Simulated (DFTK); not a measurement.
**Si under changes of volume**

One of the cells (20.165 Å³/atom); the others are scaled copies at fixed shape and fractional positions:

```
Si
1.0
     0.00000    2.72185    2.72185
     2.72185    0.00000    2.72185
     2.72185    2.72185    0.00000
Si
2
Cartesian
  2.7219 2.7219 2.7219
  4.0828 4.0828 4.0828
```

- Program: DFTK 0.8.2
- Functional: PBEsol
- Potentials or basis: dojo.nc.sr.pbesol.v0_4_1.standard.upf (PBEsol)
- Cutoff: 653 eV
- k mesh: 8 × 8 × 8
- Occupations: fermi-dirac, width 0.05 eV
- Spin: no spin polarisation

```csv
volume (Å³/atom),energy over the lowest point (meV/atom),pressure (GPa),gap on the mesh (eV)
18.955,18.21,5.8,0.42
19.358,6.68,3.4,0.45
19.761,?,?,?
20.165,0.00,-0.6,0.52
20.568,3.78,-2.4,0.55
20.971,11.68,-3.9,0.58
21.375,23.27,-5.3,0.61
```

**Question.** What does the run at 19.761 Å³/atom give?

**Answer.** Energy over the lowest point 0.80 meV/atom; pressure 1.3 GPa; gap on the mesh 0.49 eV.

Worked out: A Birch-Murnaghan fit of order 3 (a polynomial in V^(-2/3)) to the other rows has its minimum at 20.03 Å³/atom with B0 = V·E''(V) = 93 GPa and B' = 4.3. It gives 0.80 meV/atom at 19.761 Å³/atom, against the run's 0.80, and -dE/dV = 1.3 GPa, against 1.3. A straight line through the other rows of the gap, of slope 1.6 eV per unit of ln V, gives 0.49 eV, against the run's 0.49.

Energies are extrapolated to zero smearing.

A mesh can miss the band edges.
